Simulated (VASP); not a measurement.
## KBr and the effect of the functional

The cell as given:

```cif
data_structure
_symmetry_space_group_name_H-M 'Fm-3m'
_symmetry_Int_Tables_number 225
_cell_length_a 6.6000
_cell_length_b 6.6000
_cell_length_c 6.6000
_cell_angle_alpha 90.000
_cell_angle_beta 90.000
_cell_angle_gamma 90.000
_cell_volume 287.50
loop_
_atom_site_label
_atom_site_type_symbol
_atom_site_symmetry_multiplicity
_atom_site_Wyckoff_symbol
_atom_site_fract_x
_atom_site_fract_y
_atom_site_fract_z
_atom_site_occupancy
Br1 Br 4 b 0.50000 0.00000 0.00000 1
K1 K 4 a 0.00000 0.00000 0.00000 1
```

Kept alike: task relaxation of cell and atoms; k mesh 7 × 7 × 7; occupations fermi-dirac, width 0.05 eV; no spin polarisation. Program: VASP, PAW files Br, K_sv, 600 eV. The mesh is that of the run's cell of 2 atoms. No spin-orbit coupling.

```csv
functional,volume (Å³/atom)
AM05,37.176
BLYP,39.743
LDA,32.492
PBE,37.750
PBEsol,35.284
PW91,37.640
SCAN,35.556
optB88-vdW,35.427
r2SCAN,36.079
revPBE,40.972
vdW-DF-cx,36.128
```

The relaxations keep at least the cell's symmetry (Fm-3m). Relaxations stop with a little pressure left, so the last digits of a volume or edge aren't settled. Runs of this series that gave no sound value for these columns are left out. Potentials were made for PBE (AM05, BLYP, PBE, PBEsol, PW91, SCAN, optB88-vdW, r2SCAN, revPBE, vdW-DF-cx); LDA (LDA).

Task: What does the functional change here?

Result: The volume runs from 32.492 (LDA) to 40.972 Å³/atom (revPBE). From PBE: AM05 -0.574; BLYP +1.993; LDA -5.258; PBEsol -2.466; PW91 -0.110; SCAN -2.194; optB88-vdW -2.323; r2SCAN -1.671; revPBE +3.222; vdW-DF-cx -1.622. Measured: 35.91 Å³/atom at 298.15 K (a printed reference work); nearest r2SCAN, 0.17 Å³/atom off. The runs are for a static lattice.
